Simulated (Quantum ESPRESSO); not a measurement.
SnO2 (Cassiterite):

```xyz
6
Lattice="4.7380 0.0000 0.0000 0.0000 4.7380 0.0000 0.0000 0.0000 3.1865" Properties=species:S:1:pos:R:3 pbc="T T T"
Sn    2.3690    2.3690    1.5933
Sn    0.0000    0.0000    0.0000
O     3.8240    0.9140    1.5933
O     3.2830    3.2830    0.0000
O     0.9140    3.8240    1.5933
O     1.4550    1.4550    0.0000
```

- Program: Quantum ESPRESSO 7.5
- Task: relaxation of cell and atoms
- Functional: AM05
- Dispersion: D4
- Potentials or basis: PseudoDojo 0.4.1 SR PBE standard
- Cutoff: 1143 eV
- Density cutoff: 4572 eV
- k mesh: 5 × 5 × 7
- Occupations: fermi-dirac, width 0.05 eV
- Spin: no spin polarisation

At the start: pressure 5.1 GPa; volume 11.92 Å³/atom.

Q: Where does the relaxation end?

A: Over 6 steps the energy falls by 4.7 meV/atom and the volume is 12.20 Å³/atom (+2.3 %); space group P4_2/mnm (No. 136, to 0.05 Å).

Step by step:
| step | energy change (eV) | largest force (eV/Å) | pressure (GPa) | volume (Å³) |
| --- | --- | --- | --- | --- |
| 1 | 0.0000 | 0.2011 | 5.07 | 71.53 |
| 2 | -0.0078 | 0.1195 | 4.36 | 71.73 |
| 3 | -0.0235 | 0.1356 | 1.50 | 72.58 |
| 4 | -0.0253 | 0.1337 | 0.92 | 72.78 |
| 5 | -0.0280 | 0.0592 | -0.06 | 73.17 |
| 6 | -0.0283 | 0.0145 | -0.09 | 73.20 |

Final structure:
```cif
data_structure
_symmetry_space_group_name_H-M 'P 1'
_symmetry_Int_Tables_number 1
_cell_length_a 4.7701
_cell_length_b 4.7701
_cell_length_c 3.2171
_cell_angle_alpha 90.000
_cell_angle_beta 90.000
_cell_angle_gamma 90.000
_cell_volume 73.20
loop_
_atom_site_label
_atom_site_type_symbol
_atom_site_fract_x
_atom_site_fract_y
_atom_site_fract_z
_atom_site_occupancy
Sn1 Sn 0.50000 0.50000 0.50000 1
Sn2 Sn 0.00000 0.00000 0.00000 1
O1 O 0.80635 0.19365 0.50000 1
O2 O 0.69365 0.69365 0.00000 1
O3 O 0.19365 0.80635 0.50000 1
O4 O 0.30635 0.30635 0.00000 1
```

Caveat: the potentials were made for another functional, which shifts forces and pressure.
